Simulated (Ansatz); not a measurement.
# SnO2: ¹¹⁹Sn Mössbauer parameters

Cell: a Materials Project structure (computed, not necessarily an observed phase), atoms as given.

```yaml
crystal:
  lattice:
    - [-3.24890, 3.41447, 3.41402]
    - [3.24890, -3.41447, 3.41402]
    - [3.24890, 3.41447, -3.41402]
  atoms:
    - { symbol: Sn, position: [0.99640, 0.24640, 0.75000] }
    - { symbol: Sn, position: [0.00360, 0.75360, 0.25000] }
    - { symbol: Sn, position: [0.50000, 0.50000, 0.50000] }
    - { symbol: Sn, position: [0.50000, 0.00000, 0.00000] }
    - { symbol: O, position: [0.19350, 0.19623, 0.50272] }
    - { symbol: O, position: [0.69756, 0.75406, 0.94351] }
    - { symbol: O, position: [0.19350, 0.69078, 0.99728] }
    - { symbol: O, position: [0.31056, 0.75406, 0.55649] }
    - { symbol: O, position: [0.68944, 0.24594, 0.44350] }
    - { symbol: O, position: [0.30244, 0.24594, 0.05649] }
    - { symbol: O, position: [0.80650, 0.30922, 0.00272] }
    - { symbol: O, position: [0.80650, 0.80377, 0.49728] }
```

Atoms are numbered from 1 in the order listed; like atoms form one site, named after its first atom.

Level of theory: DFT, r2SCAN, plane waves and PAW, scalar-relativistic, 500 eV cutoff, Γ-centred 5×5×5 k-points, Fermi–Dirac smearing 0.02 eV (Ansatz 0.2.0).

Isomer shifts (against SnO₂) follow from the electron density at the nucleus, δ = α(ρ − ρ₀), with α = 0.093 mm s⁻¹ a₀³ and ρ₀ = 183072.84 a₀⁻³ from a line fitted to 8 measured compounds at this level of theory (rms miss 0.14 mm/s). ΔE_Q = ½eQV_zz(1 + η²/3)^½ with Q = -0.132 b for the 23.9 keV state.

Problem. Give the isomer shift and quadrupole splitting of each Sn site.

Solution. 

```
site  atoms         first shell  ρ − ρ₀ (a₀⁻³)  δ (mm/s)  ΔE_Q (mm/s)     η
 Sn1   1, 2  6 O at 2.09–2.10 Å            0.7      0.06        -0.47  0.96
 Sn3   3, 4       6 O at 2.09 Å            0.7      0.06        -0.47  0.96
```

The shifts of Sn1, Sn3 are typical of Sn(IV) in an ionic setting.

At this cell the r2SCAN pressure is -8 GPa, so with r2SCAN the cell would shrink if it were relaxed. The entry's cell may itself be off. Without spin–orbit coupling (the program notes it for Sn) the gradients are little affected as a rule: paired runs on crystals with a gap mostly move them by under 2 % at such atoms. With these PAW files V_zz is typically within 2 to 3 % of all-electron values, but misses above 10 % occur on Sn.
